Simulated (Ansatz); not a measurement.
Uniaxial strain in Si3N4

Cell: a structure deposited in the COD, ions relaxed with PBE at fixed cell.

```xyz
14
Lattice="7.5950 0.0000 0.0000 -3.7975 6.5775 0.0000 0.0000 0.0000 2.9023" Properties=species:S:1:pos:R:3 pbc="T T T"
Si    5.1687    1.1416    0.9451
Si    1.5957    5.0470    2.3962
Si    4.0220    3.9054    0.9451
Si   -1.3712    5.4359    2.3962
Si    2.2018    1.5304    0.9451
Si   -0.2245    2.6720    2.3962
N    -1.0292    2.1689    0.9451
N     5.2021    0.1931    2.3963
N     2.4338    4.6017    0.9451
N     4.8267    4.4086    2.3963
N    -1.4046    6.3843    0.9451
N     1.3637    1.9758    2.3963
N     0.0000    4.3850   -0.5064
N     3.7975    2.1925    0.9448
```

Atom numbers follow the list; atoms alike are taken as one site, whose name carries the number of the first.

Level of theory: DFT, PBE, plane waves and PAW, scalar-relativistic, 420 eV cutoff, Γ-centred 4×4×10 k-points, Fermi–Dirac smearing 0.02 eV (Ansatz 0.2.0).

The cell is stretched along z (the third Cartesian axis of the run's cell), x and y held, and the ions relax again each time. Tension counts as positive.

```
strain along z (%)  stress along z (GPa)  stress along x (GPa)  gap on the k-mesh (eV)
                -3                 -24.6                 -10.5                    4.64
                -2                 -18.2                  -9.0                    4.69
                -1                 -12.3                  -7.7                    4.57
                 0                  -6.5                  -6.4                    4.36
                +1                  -1.1                  -5.2                    4.15
                +2                   4.0                  -4.0                    3.95
                +3                     ?                     ?                       ?
```

(1) Estimate the row at +3 % from the others.

Results:

(1) stress along z (GPa): 8.8; stress along x (GPa): -2.9; gap on the k-mesh (eV): 3.75. Worked: parabolas through the other 6 rows give 8.8 and -2.9 GPa at +3 %. Their slopes at zero strain are 556 GPa (the stiffness along z) and 126 GPa (the coupling of z to x). They hold at this cell, where the calculated pressure is 6.5 GPa. The gap doesn't change in one direction over the range: it is largest at -2 % (4.69 eV) and smallest at +3 % (3.75 eV), so no single slope describes it.

PBE gaps are too small, by a third to a half in many semiconductors; their changes with strain are better.

All values belong to this cell and structure model.
